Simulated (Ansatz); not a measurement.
NiSb (Breithauptite), 4 atoms in the cell. Symmetry: P6_3/mmc, No. 194, hexagonal system. The conventional cell has a = 3.928 Å, b = 3.928 Å, c = 5.120 Å, α = 90.00°, β = 90.00°, γ = 120.00°. Sb (site symmetry -6m2) is surrounded by 6 Ni at 2.60 Å. Ni (site symmetry -3m) has 2 Ni at 2.56 Å and 6 Sb at 2.60 Å as nearest neighbours. 

* Program: Ansatz 0.2.0
* Task: relaxation of cell and atoms
* Functional: BLYP
* Potentials or basis: Ansatz PAW
* Cutoff: 420 eV (not typed: the program's choice for these potentials)
* k mesh: 6 × 6 × 4
* Occupations: fermi-dirac, width 0.05 eV
* Spin: collinear spin, ferromagnetic start
* Starting moments: [0.0, 0.0, 1.0, 1.0] μB

Potentials or basis: Ansatz PAW.

Command:

```sh
$ ansatz run input.yaml --threads 2 --pin off --max-ram 5632MiB --backend cpu --events-out ev --progress --plain --runs-dir out
```

Hardware: 2 threads of Arm Neoverse V1, on a shared host.

Task: How long does it take, and how much memory?

Result: Run time: 27 s on 2 threads of Arm Neoverse V1, on a shared host, peak memory 0.5 GiB. Counts: scf iterations 51, plane waves 1457, k points 21, bands 41, ion steps 5.
